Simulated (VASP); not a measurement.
ZnSe (zincblende): one PBEsol single-point calculation in two programs

```yaml
crystal:
  lattice:
    - [0.00000, 2.83242, 2.83242]
    - [2.83242, 0.00000, 2.83242]
    - [2.83242, 2.83242, 0.00000]
  atoms:
    - { symbol: Zn, position: [0.00000, 0.00000, 0.00000] }
    - { symbol: Se, position: [0.25000, 0.25000, 0.25000] }
```

The two codes use different PAW datasets and cutoffs. VASP's cell holds 18 valence electrons and Ansatz's 28. Ansatz's stress includes a Pulay correction; VASP's doesn't.

Cutoffs: 520 eV in VASP, 420 eV in Ansatz. k meshes: 8×8×8 and 8×8×8.

```json
{"": "gap between bands v and c", "VASP": "1.18 eV", "Ansatz": "1.17 eV"}
{"": "least direct gap", "VASP": "1.18 eV", "Ansatz": "1.17 eV"}
{"": "pressure", "VASP": "-0.8 GPa", "Ansatz": "-1.0 GPa"}
```

Band v is the last that the valence electrons fill when counted band by band, and c is the next. Levels in eV from the top of v, Ansatz:

```tsv
point	v−1	v	c	c+1
Γ	0.00	0.00	1.17	5.74
X	-2.21	-2.21	2.84	3.38
W	-2.80	-2.71	5.36	5.53
K	-3.13	-1.81	3.48	5.53
L	-0.88	-0.88	2.45	6.32
```

VASP:

| point | v−1 | v | c | c+1 |
| --- | --- | --- | --- | --- |
| Γ | 0.00 | 0.00 | 1.18 | 5.73 |
| X | -2.21 | -2.21 | 2.83 | 3.37 |
| W | -2.81 | -2.71 | 5.36 | 5.53 |
| K | -3.14 | -1.82 | 3.47 | 5.52 |
| L | -0.88 | -0.88 | 2.45 | 6.30 |
